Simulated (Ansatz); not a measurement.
# TiPbO3: input and output

Input file of Ansatz 0.2.0:

```yaml
crystal:
  lattice:
    - [3.93593178, 0.0, 3.93593178]
    - [0.0, 3.93593178, 0.0]
    - [3.93593178, 0.0, -3.93593178]
  atoms:
    - { symbol: Pb, position: [0.0, 0.0, 0.0] }
    - { symbol: Pb, position: [0.5, 0.0, 0.5] }
    - { symbol: Ti, position: [0.0, 0.5, 0.5] }
    - { symbol: Ti, position: [0.5, 0.5, 0.0] }
    - { symbol: O, position: [0.25, 0.5, 0.75] }
    - { symbol: O, position: [0.75, 0.5, 0.25] }
    - { symbol: O, position: [0.0, 0.0, 0.5] }
    - { symbol: O, position: [0.5, 0.0, 0.0] }
    - { symbol: O, position: [0.25, 0.5, 0.25] }
    - { symbol: O, position: [0.75, 0.5, 0.75] }
  symmetry: { tolerance: 0.0003 }
kpoints:
  mp_grid: { grid: [5, 7, 5], shift: [0, 0, 0] }
  band_path:
    path:
      - [0.0, 0.0, 0.0]
      - [0.0, 0.5, 0.0]
      - [0.5, 0.5, 0.5]
      - [0.0, 0.0, 0.0]
      - [1.0, 0.5, 0.0]
      - [0.0, 0.5, 0.0]
      - [1.0, 0.5, 0.0]
      - [0.5, 0.5, 0.5]
    npoints: 8
magnetization:
  spin_polarized: false
scf:
  occupations: { method: fermi_dirac }
  lower_state_search: "off"
  max_iter: 200
hamiltonian:
  pseudopotentials: { kind: paw }
  xc: r2scan
basis:
  ecutwfc: 500
  fft_grid_basis: typed
output:
  forces: true
  stress: true
  eigenvalues: true
  bader: true
  populations: true
  elf: true
  write_potential: true
  volumetric_format: npy
  dos:
    e_range: [-12, 8]
    de: 0.05
    projected: { site_lists: { O: [O], Pb: [Pb], Ti: [Ti] } }
checkpoint:
  read: saved_state
```

The run starts from an earlier solution of this cell. 

Parts of the output:

```
Pseudopotentials: kind: paw
Pseudopotential: Pb, paw, valence charge 14, recommended cutoff 500 eV (meta_gga), Pb.paw.azcp
Pseudopotential: Ti, paw, valence charge 12, recommended cutoff 500 eV (meta_gga), Ti.paw.azcp
Pseudopotential: O, paw, valence charge 6, recommended cutoff 500 eV (meta_gga), O.paw.azcp
Functional definition: r2SCAN
  exchange = r2scan_x(k0 = k0, k1 = k1, a1 = a1)
  correlation = r2scan_c
Crystal: 10 atoms, lattice volume = 121.947 Å³
Basis set: ecut = 500 eV, 3067 PW (Γ), exchange–correlation on 180×120×180 points (64 copies of the dense FFT grid, shifted against one another)
Bands: 54, of which v1, the nominal top of the filled ones, is band 44 counted from 1 (43 counted from 0)
Symmetry: 32 space group operations
Space group: Pm-3m (ITA 221), of the structure as read, at distance tolerance 1.5e-3 Å
k-points: 24 of 175
Initial density: read from a saved state, or passed on in memory by an earlier SCF of this step, an earlier step, the calling program or the single point that the run made first
Functional: x = r2scan, c = r2scan; τ floored in thin density (d = 2e-4 eV/Å³)
SCF iter   1: F=-32271.5252 eV  Δρ=8.83e-4  dr2=1.43e-4  dr2_τ=5.14e-3
SCF iter   2: F=-32271.5254 eV  Δρ=4.70e-4  dr2=4.82e-5  dr2_τ=1.03e-4
SCF iter   3: F=-32271.5254 eV  Δρ=2.36e-4  dr2=1.20e-5  dr2_τ=2.65e-5
SCF iter   4: F=-32271.5254 eV  Δρ=3.93e-5  dr2=1.15e-6  dr2_τ=3.89e-7
SCF iter   5: F=-32271.5254 eV  Δρ=2.15e-5  dr2=2.39e-7  dr2_τ=1.49e-7
SCF iter   6: F=-32271.5254 eV  Δρ=6.72e-6  dr2=2.89e-8  dr2_τ=1.66e-8
Free energy (F): -32271.5254 eV
Harris-Foulkes:  -32271.5254 eV  (|F-HF|=1.45e-8)
Internal energy: -32271.5254 eV  (E = F + TS)
E sigma→0 (E₀):  -32271.5254 eV
Entropy (-TS):    0.0000 eV (-0.001 meV/atom)
Fermi energy:    11.5172 eV
--- Stress (GPa, compression-positive) ---
       -0.1310       0.0000       0.0000
        0.0000      -0.1288       0.0000
        0.0000       0.0000      -0.1310
  P = ⅓ Tr σ = -0.1302 GPa (-1.302 kbar)
--- Bader charges: 10 sites ---
  site symbol  charge [e]  shift [e]
     0     Pb      1.4511     0.0000
     1     Pb      1.4511     0.0000
     2     Ti      2.3466     0.0033
     3     Ti      2.3466     0.0033
     4      O     -1.2659     0.0011
     5      O     -1.2659     0.0011
     6      O     -1.2659     0.0011
     7      O     -1.2659     0.0011
     8      O     -1.2659     0.0011
     9      O     -1.2659     0.0011
```

Origin: a database entry at a rescaled volume.
